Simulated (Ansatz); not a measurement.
This Ansatz 0.2.0 run on CoPtO2 needs a look.

input.yaml

```yaml
crystal:
  lattice:
    - [1.4122699173, 0.8153744169, 5.9393891094]
    - [-1.4122699173, 0.8153744169, 5.9393891094]
    - [0.0, -1.6307488338, 5.9393891094]
  atoms:
    - { symbol: Pt, position: [0.0, 0.0, 0.0] }
    - { symbol: Co, position: [0.5, 0.5, 0.5] }
    - { symbol: O, position: [0.11224403, 0.11224403, 0.11224403] }
    - { symbol: O, position: [0.88775597, 0.88775597, 0.88775597] }
hamiltonian:
  xc: pbe
  pseudopotentials: { kind: paw }
kpoints:
  mp_grid: { grid: [11, 11, 11] }
scf:
  occupations: { method: fermi_dirac, width: 0.05 }
  max_iter: 75
output:
  forces: true
  stress: true
  eigenvalues: true
basis:
  ecutwfc: "50 eV"
```

Potentials or basis: Ansatz PAW.

The run is started by

```sh
$ ansatz run input.yaml --threads 2 --pin off --max-ram 5632MiB --backend cpu --events-out ev --progress --plain --runs-dir out
```

Output:

```text
Warning: basis.ecutwfc = 50 eV is below the records' recommended 420 eV, and the density's cutoff is lower with it unless basis.ecutrho_ratio is high enough to keep the records' density cutoff: compare with a run at a higher cutoff
Warning: RAYON_NUM_THREADS=2 ignored (pool sized by the plan → 2); use --threads N
basis.fft_grid_basis auto: the FFT boxes are laid along the combinations [[1, 0, -1], [0, 1, -1], [0, 0, 1]] of the cell's own vectors, 2.825, 2.825 and 6.159 Å long. The dense box has 12×12×15 points. Along the cell's own vectors, as sized, it would have 15×15×15, 1.56 times as many. Of the 12 symmetry operations that the crystal satisfies within crystal.symmetry.tolerance (time reversal apart; of a slab, those that keep its plane) the dense box along the cell's own vectors carries 12, and the one as laid loses 8 of those. basis.fft_grid_basis: typed keeps the cell's own vectors: state it where this run's energies or levels are differenced outside the engine with another run's, or held beside a run that keeps those vectors.
Engine: ansatz 0.2.0, aarch64-unknown-linux-gnu
Pseudopotentials: kind: paw
Pseudopotential: Pt, paw, valence charge 18, recommended cutoff 420 eV (normal), Pt.paw.azcp
Pseudopotential: Co, paw, valence charge 17, recommended cutoff 420 eV (normal), Co.paw.azcp
Pseudopotential: O, paw, valence charge 6, recommended cutoff 420 eV (normal), O.paw.azcp
Functional definition: PBE
  parameter kappa = 0.804
  parameter beta = 0.06672455060314922
  exchange = pbe_x(kappa = kappa, mu = beta*pi^2/3)
  correlation = pbe_c(beta = beta)
Crystal: 4 atoms, lattice volume = 41.036 Å³
[... 37 lines left out ...]
  E_band       = 24.457924
  E_kinetic    = 1281.613786
  E_local      = -643.153867  (includes V_loc(G=0)·N_el)
  E_nonlocal   = -40.851781
  E_hartree    = 137.562298
  E_xc         = -632.589976
  E_vxc        = -793.119707  (∫ρ·V_xc dr)
  E_paw        = -10655.240730  (= ΣΔE_a)
  E_vpaw       = -54.663255  (= ΣTr[D̂ρ^β])
  E_aug_tail   = -0.492309  (compensation charges beyond the density's cutoff)
  E_ewald      = -5716.751213
  E_smearing   = -0.005855  (= −TS)
  E_closure    = 0.000000  (closes the sum)
  Σ components = -16269.909647   (vs F -16269.909647, Δ=0.00e0)
--- Forces (eV/Å), atoms counted from 1 ---
  atom   1  Pt    -0.00000000     0.00000000    -0.00000000
  atom   2  Co     0.00000000    -0.00000000    -0.00000000
  atom   3  O     -0.00000000     0.00000000   -79.33490581
  atom   4  O     -0.00000000    -0.00000000    79.33490581
  max |Σ_I F_I| component: 1.42e-14 eV/Å
--- Stress (GPa, compression-positive) ---
    -5876.228124       0.000000       0.000000
        0.000000   -5876.228124      -0.000000
        0.000000      -0.000000   -5754.309079
  P = ⅓ Tr σ = -5835.5884 GPa (-58355.884 kbar)
[... 6 lines left out ...]
```

Question: Diagnose the run.

Answer: The run converged. The input holds a flaw that was put in on purpose: a cutoff far too low (basis.ecutwfc = 50 eV). The program doesn't stop on it, so the numbers can't be trusted though the run ends normally.
